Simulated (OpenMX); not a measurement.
**Au in OpenMX: the effect of dispersion**

Crystal: Au.

```
Au
1.0
     2.90000    0.00000    0.00000
    -1.45000    2.51147    0.00000
     0.00000    0.00000    4.88000
Au
2
Direct
  0.66667 0.33333 0.25000
  0.33333 0.66667 0.75000
```

This isn't the form of Au at room conditions, which is fcc.

Alike in all runs:

- Program: OpenMX 3.8.5
- Task: single point
- Functional: PBE
- Potentials or basis: OpenMX 2013 PBE set, Au7.0-s3p2d2f1, grid cutoff 400 Ry
- k mesh: 9 × 9 × 5
- Occupations: fermi-dirac, width 0.05 eV
- Spin: no spin polarisation

Q: One run gave: pressure 2.9 GPa. Which dispersion did it use?
A. D3(BJ)
B. none
C. D4
D. D3

A: B.

```tsv
dispersion	pressure (GPa)
none	2.9
D3	-2.9
D3(BJ)	-3.1
D4	-2.6
```

Caveats: the basis of atomic orbitals isn't converged, which shifts pressures, moduli and gaps; pairwise dispersion overbinds metals, which lowers pressure and volume (some runs).
